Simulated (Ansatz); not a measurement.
Set up this calculation in Ansatz 0.2.0, as the native input.

```yaml
Task: relaxation of cell and atoms
Functional: PBEsol
Potentials_or_basis: Ansatz PAW
Cutoff: "420 eV (not typed: the program's choice for these potentials)"
k_mesh: 9 × 9 × 5
Occupations: fermi-dirac, width 0.05 eV
Spin: no spin polarisation
Target_pressure: 2 GPa
Target_pressure_GPa: 2
```

Pb:

```
CELL_PARAMETERS angstrom
3.48000 0.00000 0.00000
-1.74000 3.01377 0.00000
0.00000 0.00000 5.59000
ATOMIC_POSITIONS crystal
Pb 0.66667 0.33333 0.75000
Pb 0.33333 0.66667 0.25000
```

This isn't the form of Pb at room conditions, which is fcc.

One way to write it, as run:

input.yaml

```yaml
crystal:
  lattice:
    - [3.48, 0.0, 0.0]
    - [-1.74, 3.0137684052, 0.0]
    - [0.0, 0.0, 5.59]
  atoms:
    - { symbol: Pb, position: [0.6666666667, 0.3333333333, 0.75] }
    - { symbol: Pb, position: [0.3333333333, 0.6666666667, 0.25] }
hamiltonian:
  xc: pbesol
  pseudopotentials: { kind: paw }
kpoints:
  mp_grid: { grid: [9, 9, 5] }
scf:
  occupations: { method: fermi_dirac, width: 0.05 }
output:
  forces: true
  stress: true
  eigenvalues: true
relax:
  f_tol: 0.01
  max_steps: 40
  cell: { stress_tol: 0.05, p_target: 2.0 }
```

Potentials or basis: Ansatz PAW.

Command:

```console
$ ansatz run input.yaml --threads 2 --pin off --max-ram 5632MiB --backend cpu --events-out ev --progress --plain --runs-dir out
```

It gave:

```json
{
  "Relaxed volume": "28.70 Å³/atom",
  "Relaxed cell": "a = 3.389 Å, b = 3.389 Å, c = 5.771 Å, α = 90.00°, β = 90.00°, γ = 120.00°",
  "Space group after relaxing (to 0.05 Å)": "P6_3/mmc (No. 194)",
  "Energy change on relaxing (the enthalpy is what falls)": "-8.6 meV/atom",
  "Ionic steps": "5",
  "Pressure after relaxing": "2.0 GPa",
  "Band gap on the k mesh": "none (metal or under the smearing width)"
}
```

Caveat: the plane-wave basis is chosen anew once the cell has moved, so the energies of steps on either side of that aren't comparable; the PAW data sets come from PBE, with cores solved anew for the run's functional, which leaves a small shift of forces and pressure.

It took 4.3 s on 2 threads of Arm Neoverse V2 (shared host), peak memory 0.34 GiB.
